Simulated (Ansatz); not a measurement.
# C: the cost of one run

Program: Ansatz 0.2.0. Level of theory: DFT PBE, scalar-relativistic, plane waves, PAW. These are calculated values, not measurements.

### 1 The starting structure

The structure is trigonal, space group R-3m (No. 166). The conventional cell has a = 2.466 Å, b = 2.466 Å, c = 24.848 Å, α = 90.00°, β = 90.00°, γ = 120.00°. Around C (site symmetry 3m) lie 3 C at 1.42 Å.

As a file:

```cif
data_structure
_symmetry_space_group_name_H-M 'R-3m:H'
_symmetry_Int_Tables_number 166
_cell_length_a 2.4664
_cell_length_b 2.4664
_cell_length_c 24.8478
_cell_angle_alpha 90.000
_cell_angle_beta 90.000
_cell_angle_gamma 120.000
_cell_volume 130.90
loop_
_atom_site_label
_atom_site_type_symbol
_atom_site_symmetry_multiplicity
_atom_site_Wyckoff_symbol
_atom_site_fract_x
_atom_site_fract_y
_atom_site_fract_z
_atom_site_occupancy
C1 C 6 c 0.00000 0.00000 0.91283 1
C2 C 6 c 0.33333 0.66667 0.91282 1
```

This is candidate A: structure listed in a database for this formula (R-3m, No. 166).

(A quick probe on a coarse mesh, which set the mesh and smearing, is not shown.)

### 3 The relaxation (candidate A)

input.yaml reads:

```yaml
crystal:
  lattice:
    - [1.2331880975, 0.7119814801, 8.2826151019]
    - [-1.2331880975, 0.7119814801, 8.2826151019]
    - [0.0, -1.4239629602, 8.2826151019]
  atoms:
    - { symbol: C, position: [0.91282692, 0.91282692, 0.91282692] }
    - { symbol: C, position: [0.24614994, 0.24614994, 0.24614994] }
    - { symbol: C, position: [0.75385006, 0.75385006, 0.75385006] }
    - { symbol: C, position: [0.08717308, 0.08717308, 0.08717308] }
basis:
  ecutwfc: 420
kpoints:
  mp_grid: { grid: [18, 18, 18] }
hamiltonian:
  xc: pbe
scf:
  occupations: { method: gaussian, width: 0.01 }
output:
  forces: true
  stress: true
  eigenvalues: true
relax:
  adjacent_minimum: "off"
  f_tol: 0.01
  max_steps: 80
  cell: { stress_tol: 0.05 }
```

**Question.** How long does this run take on 1 thread of an x86-64 CPU, shared host, and how much memory does it need?

About 6.4 min, with a peak of 0.71 GiB.
